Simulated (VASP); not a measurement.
Set up this calculation in VASP 6.6.1, as the native input.

```
Task                   : single point
Functional             : PBE
Potentials or basis    : VASP PAW PBE potentials, release 64 (Se_GW, Ca_sv_GW)
Cutoff                 : 450 eV
k mesh                 : 3 × 3 × 3
Occupations            : gaussian, width 0.02 eV
Spin                   : no spin polarisation
Further INCAR settings : ALGO = Normal; EDIFF = 1e-06; NBANDS = 15
```

The structure of CaSe lies in POSCAR:

```
CaSe
1.0
    0.0000000000      3.3000000000      3.3000000000
    3.3000000000      0.0000000000      3.3000000000
    3.3000000000      3.3000000000      0.0000000000
Se Ca
1 1
Direct
    0.2500000000      0.2500000000      0.2500000000
    0.0000000000      0.0000000000      0.0000000000
```

The cell comes from a database or a generator and needn't be the stable form of this composition.

The input as run:

INCAR

```
SYSTEM = CaSe
  ALGO = Normal
  EDIFF = 1E-6
  ENCUT = 450
  GGA = PE
  ISIF = 2
  ISMEAR = 0
  LASPH = .TRUE.
  LCHARG = .FALSE.
  LREAL = .FALSE.
  LWAVE = .FALSE.
  NBANDS = 15
  NELM = 100
  PREC = Accurate
  SIGMA = 0.02
```

KPOINTS

```
k-points
0
G
  3 3 3
  0 0 0
```

Potentials or basis: VASP PAW PBE potentials, release 64 (Se_GW, Ca_sv_GW).

The run is started by

```bash
$ cat potpaw_PBE.64/Se_GW/POTCAR potpaw_PBE.64/Ca_sv_GW/POTCAR > POTCAR
$ mpirun -np 1 vasp_std > vasp.out
```

It gave:

| Item | Value |
| --- | --- |
| Pressure | -0.4 GPa |
| Band gap on the k mesh | 3.15 eV, indirect (least direct gap 3.23 eV) |

Caveat: the k mesh is coarse (spacing up to 0.55 Å⁻¹), so the values aren't converged; an odd mesh through Γ misses points on the zone boundary, where band edges often lie.

Wall time 16 s on 1 thread of Intel(R) Xeon(R) Platinum 8175M CPU @ 2.50GHz (Skylake/Cascade Lake), with other jobs on the host, peak memory 0.16 GiB.
